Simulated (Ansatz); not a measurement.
Pressure against volume: Cd

```cif
data_structure
_symmetry_space_group_name_H-M 'P 1'
_symmetry_Int_Tables_number 1
_cell_length_a 2.9585
_cell_length_b 2.9585
_cell_length_c 5.8859
_cell_angle_alpha 90.000
_cell_angle_beta 90.000
_cell_angle_gamma 120.000
_cell_volume 44.62
loop_
_atom_site_label
_atom_site_type_symbol
_atom_site_fract_x
_atom_site_fract_y
_atom_site_fract_z
_atom_site_occupancy
Cd1 Cd 0.33333 0.66667 0.25000 1
Cd2 Cd 0.66667 0.33333 0.75000 1
```

The runs use the primitive cell with vectors (2.958, 0.000, 0.000), (-1.479, 2.562, 0.000), (0.000, 0.000, 5.886) Å, to which the k mesh refers.

Structure from Materials Project entry mp-94 (possibly hypothetical), not relaxed further.

All numbers are computed: DFT, PBEsol, all-electron LAPW, scalar-relativistic (Ansatz 0.2.0); DFT, PBEsol, PAW with Ansatz's default frozen-core files, scalar-relativistic (Ansatz 0.2.0).

For LAPW: a Γ-centred 14×14×6 k mesh, Fermi–Dirac smearing of 0.03 eV, basis error target 0.25 meV/atom, no spin polarisation. PAW takes a cutoff of 420 eV at this cell (files made with PBE, cores remade for this functional). The Ansatz runs share mesh, smearing and spin set-up. Plane-wave (PAW) pressures include the program's estimate of the Pulay term.

The cell above is scaled evenly, with fractional coordinates and shape held.

```tsv
V/V(cell)	V (Å³/atom)	P, LAPW (GPa)	P, PAW (GPa)
0.9405	20.980	?	?
0.9700	21.638	-0.61	-0.60
1.0000	22.308	-2.21	-2.20
1.0300	22.977	-3.48	-3.48
1.0600	23.646	-4.46	-4.46
```

Task: Fill in the row V/V(cell) = 0.9405.

Result: P, LAPW (GPa) = 1.33, P, PAW (GPa) = 1.34.

Task: What do Birch–Murnaghan fits to the pressures give?

Result: LAPW: V0 = 21.41 Å³/atom, B0 = 61 GPa, B0′ = 6.2; PAW: V0 = 21.42 Å³/atom, B0 = 61 GPa, B0′ = 6.1.

PAW's V0 lies 0.01 % from the all-electron value and its B0 0.0 %. With shape and internal coordinates held, B0 is an upper bound to the relaxed modulus.
